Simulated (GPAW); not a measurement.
Runs of GPAW 26.7.0 on TePb. It takes space group Fm-3m (No. 225, cubic). Conventional cell: a = 6.462 Å, b = 6.462 Å, c = 6.462 Å, α = 90.00°, β = 90.00°, γ = 90.00°. Pb (site symmetry m-3m) is surrounded by 6 Te at 3.23 Å. Te (site symmetry m-3m) is surrounded by 6 Pb at 3.23 Å. 

| level | potentials or basis | gap on the mesh (eV) |
| --- | --- | --- |
| LDA | the program's PAW data sets (release 1.2.1) made for this functional, pw | (a) |
| PBEsol | PAW data sets generated in the run's folder for this functional, pw | 0.63 |
| AM05 | PAW data sets generated in the run's folder for this functional, pw | 0.67 |
| RPBE | the program's PAW data sets (release 1.2.1) made for this functional, pw | 0.76 |

Alike in all rows: task dielectric tensor; no spin polarisation; cell as given; k mesh 6 × 6 × 6; cutoff (eV) 400; smearing fermi-dirac 0.001 eV.

**Question.** Estimate the missing entries.

**Answer.** (a) 0.62.

Caveats: the long-wavelength limit can be off by a per cent or two; spin-orbit coupling is left out, which as a rule narrows the gap of such compounds by several tenths of an eV; the gap is small at this level, which inflates the dielectric constant (some runs).

A k mesh can miss the band edges, and the runs leave out spin-orbit coupling on Pb, Te.

Runs at the PBE level aren't shown here.
